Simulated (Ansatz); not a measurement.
**Pt: a line through a two-coordinate scan**

One table from this session's results is given with a row withheld; the runs are named, their logs left out.

This is Pt in the hcp structure; at room conditions it is fcc.

Method: DFT LDA, scalar-relativistic, plane waves, PAW, in Ansatz 0.2.0.

59 further runs of the same task are left out: 59 set aside as unsound or not needed. Runs told in other sessions of the task aren't counted.

**Starting point**

The structure is hexagonal, space group P6_3/mmc (No. 194). Conventional cell: a = 2.708 Å, b = 2.708 Å, c = 4.677 Å, α = 90.00°, β = 90.00°, γ = 120.00°. Pt (site symmetry -6m2) has 12 Pt at 2.71 to 2.81 Å in its first shell of neighbours.

Structure file:

```
Pt
1.0
     2.70829    0.00000    0.00000
    -1.35415    2.34545    0.00000
     0.00000    0.00000    4.67651
Pt
2
Direct
  0.66667 0.33333 0.75000
  0.33333 0.66667 0.25000
```

It goes back to an entry of the Materials Project, which need not be the stable form.

This cell was relaxed beforehand with the same method: volume 14.85 Å³/atom, gap on the mesh none (metal).

**Plan of the line**

The energy is mapped over volume and a fixed ferromagnetic moment.

- volume per atom: 9 values from 12.18 to 17.53 Å³
- total spin moment of the cell, held fixed: 11 values from 0.0 to 1.0 μB

Nothing else is relaxed (shape and fractional coordinates fixed). Points are written as (first, second).

The first run:

The input, input.yaml:

```yaml
crystal:
  lattice:
    - [2.5349048657, 0.0, 0.0]
    - [-1.2674524328, 2.1952920098, 0.0]
    - [0.0, 0.0, 4.3771120513]
  atoms:
    - { symbol: Pt, position: [0.6666666667, 0.3333333333, 0.75], spin: 0.4 }
    - { symbol: Pt, position: [0.3333333333, 0.6666666667, 0.25], spin: 0.4 }
basis:
  ecutwfc: 420
kpoints:
  mp_grid: { grid: [21, 21, 10] }
hamiltonian:
  xc: lda
  pseudopotentials: { kind: paw, azcp: { folder: soft_1 } }
scf:
  occupations: { method: gaussian, width: 0.15 }
  lower_state_search: "off"
output:
  forces: true
  stress: true
  eigenvalues: true
  populations: true
magnetization:
  spin_polarized: true
  initial_magnetization: 0.8
  spin_locking: { lock_magnetization: hard }
```

Command:

```bash
> ansatz run input.yaml --threads 2 --pin off --max-ram 4096MiB --backend cpu --events-out ev --progress --plain --runs-dir out
```

Steps of the session up to this table: The run at (12.18 Å³, 0.8 μB); The run at (12.85 Å³, 0.8 μB); Point (13.52 Å³, 0.8 μB); The run at (14.19 Å³, 0.8 μB); Grid point (14.85 Å³, 0.8 μB); Grid point (15.52 Å³, 0.8 μB); Grid point (16.19 Å³, 0.8 μB); Grid point (16.86 Å³, 0.8 μB); Grid point (17.53 Å³, 0.8 μB).

One of the session's tables, all rows but one given; the rest of the session is left out.

It belongs to the step «The line in numbers». 

| volume per atom (Å³) | energy (meV/atom) | pressure (GPa) | absolute magnetic moment (μB per cell) |
| --- | --- | --- | --- |
| 12.18 | 707 | 102 | 0.801 |
| 12.85 | 360 | 66 | 0.801 |
| 13.52 | 147 | 38 | 0.801 |
| 14.19 | 35 | 17 | 0.802 |
| 14.85 | 0 | 1 | 0.803 |
| 15.52 | ? | ? | ? |
| 16.19 | 88 | −20 | 0.805 |
| 16.86 | 185 | −27 | 0.807 |
| 17.53 | 307 | −31 | 0.808 |

**Question.** Estimate the row for volume per atom (Å³) = 15.52.

Worked estimate for «energy (meV/atom)». A straight line through the neighbours (14.85, 0) and (16.19, 88) gives 0 + (88 − 0) × (15.52 − 14.85) / (16.19 − 14.85) = 44; a parabola fitted to 4 rows on both sides gives 22.

As computed: energy (meV/atom): 22; pressure (GPa): −11; absolute magnetic moment (μB per cell): 0.804. In «energy (meV/atom)» the line misses by +22 and the parabola by +0.

Energies count from the lowest point of the line.

Of the points computed the energy is lowest at 14.85 Å³. Three points round the minimum, joined by a parabola, put the minimum at 14.930 Å³, with a curvature of about 130 meV/atom per (Å³)². The well is lopsided: two grid steps out, the energy rises by 147 meV/atom towards smaller values and 88 meV/atom towards larger ones. The highest point computed, at 12.18 Å³, lies 707 meV/atom above the lowest.

To keep in mind: Warnings in the runs' records: pseudo functional mismatch, stress scf threshold loose.
